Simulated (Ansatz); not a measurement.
# HfO2: a tetragonal deformation path

The task, for HfO2: follow a tetragonal deformation at fixed volume.

Program: Ansatz 0.2.0. Level of theory: DFT PBE, scalar-relativistic, plane waves, PAW. These are calculated values, not measurements.

## 1. The system as given

Symmetry: Fm-3m, No. 225, cubic system. The conventional cell has a = 5.115 Å, b = 5.115 Å, c = 5.115 Å, α = 90.00°, β = 90.00°, γ = 90.00°. Around Hf (site symmetry m-3m) lie 8 O at 2.21 Å. Around O (site symmetry -43m) lie 4 Hf at 2.21 Å.

Structure file:

```xyz
3
Lattice="0.0000 2.5575 2.5575 2.5575 0.0000 2.5575 2.5575 2.5575 0.0000" Properties=species:S:1:pos:R:3 pbc="T T T"
Hf    0.0000    0.0000    0.0000
O     1.2788    1.2788    1.2788
O     3.8363    3.8363    3.8363
```

The cell is taken as given, not relaxed at this level.

## 2. The reference: the undisturbed cell on the scan's mesh

The input, input.yaml:

```yaml
crystal:
  lattice:
    - [0.0, 2.5575, 2.5575]
    - [2.5575, 0.0, 2.5575]
    - [2.5575, 2.5575, 0.0]
  atoms:
    - { symbol: Hf, position: [0.0, 0.0, 0.0] }
    - { symbol: O, position: [0.25, 0.25, 0.25] }
    - { symbol: O, position: [0.75, 0.75, 0.75] }
basis:
  ecutwfc: 420
kpoints:
  mp_grid: { grid: [8, 8, 8] }
hamiltonian:
  xc: pbe
scf:
  occupations: { method: gaussian, width: 0.05 }
output:
  forces: true
  stress: true
  eigenvalues: true
  write_density: true
  write_potential: true
  elf: true
  volumetric_format: npy
```

The run is started by

```console
ansatz run input.yaml --threads 1 --pin off --max-ram 2560MiB --backend cpu --events-out ev --progress --plain --runs-dir out
```

Further runs follow: point ρ = 0.707; point ρ = 1.414; point ρ = 0.850; At ρ = 1.200; point ρ = 0.780; ρ = 1.300; point ρ = 0.920; point ρ = 1.100; At ρ = 0.650; ρ = 1.500; point ρ = 0.960; At ρ = 1.050.

**Question.** What will these runs give? Wanted: highest point.

The runs gave:

| quantity | value |
| --- | --- |
| highest point | 1642.5 meV/atom at ρ = 1.500 |

In words: The undisturbed cell stays the lowest of the sampled points. No sampled point inside the path is a dip, apart from those named. The gap on the mesh, 3.72 eV at the start, reads zero at ρ = 0.650. Spin-orbit coupling is left out, which matters for the bands of Hf.
